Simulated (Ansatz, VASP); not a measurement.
## Two plane-wave programs on AgCl

Contents of INCAR:

```
PREC = Accurate ; ENCUT = 520
EDIFF = 1E-6 ; ISMEAR = 0
SIGMA = 0.05 ; LREAL = False
LASPH = True ; NELM = 100
ALGO = Fast ; ISIF = 2
LWAVE = False ; LCHARG = False
GGA = PE ; NBANDS = 16
```

File KPOINTS:

```
Automatic mesh
0
Gamma
  8 8 8
```

File POSCAR:

```
AgCl
1.0
    0.0000000000      2.7731500000      2.7731500000
    2.7731500000      0.0000000000      2.7731500000
    2.7731500000      2.7731500000      0.0000000000
Ag Cl
1 1
Direct
    0.3377296576      0.5000000000      0.5000000000
    0.0000000000      0.0000000000      0.0000000000
```

Input for Ansatz:

```yaml
crystal:
  lattice:
    - [0.0, 2.77315, 2.77315]
    - [2.77315, 0.0, 2.77315]
    - [2.77315, 2.77315, 0.0]
  atoms:
    - { symbol: Ag, position: [0.3377296576, 0.5, 0.5] }
    - { symbol: Cl, position: [0.0, 0.0, 0.0] }
basis:
  ecutwfc: 420
kpoints:
  mp_grid: { grid: [8, 8, 8] }
hamiltonian:
  xc: pbe
scf:
  occupations: { method: gaussian, width: 0.05 }
output:
  forces: true
  stress: true
  eigenvalues: true
```

Alike in both runs: task single point; functional PBE; k mesh 8 × 8 × 8; occupations gaussian, width 0.05 eV; no spin polarisation.

|  | VASP | Ansatz |
| --- | --- | --- |
| version | VASP 6.6.1 | Ansatz 0.2.0 |
| potentials or method | VASP PAW PBE potentials, release 64 (Ag, Cl) | scalar-relativistic, plane waves, PAW |
| plane-wave cutoff (eV) | 520 | 420 |
| valence electrons in the cell | 18 | 26 |

```csv
,VASP,Ansatz,Ansatz less VASP
gap on the k mesh at the Fermi level (eV),0.89,0.89,+0.004
least direct gap on the mesh (eV),1.63,1.63,+0.003
pressure (GPa),8.3,8.5,+0.17
largest component of the traceless stress (GPa),6.31,6.35,+0.037
rms of the force components (eV/Å),0.630,0.636,+0.0056
```

Atom by atom the forces differ by 0.006 eV/Å (rms over components). The functional is the same, so the differences come from potentials, cutoffs and numerics. The two sets of potentials don't hold the same shells in valence.

Caveats: forces of over 1 eV/Å show positions far from the minimum, so gaps and moduli don't describe the material at rest. A k mesh can miss the band edges.
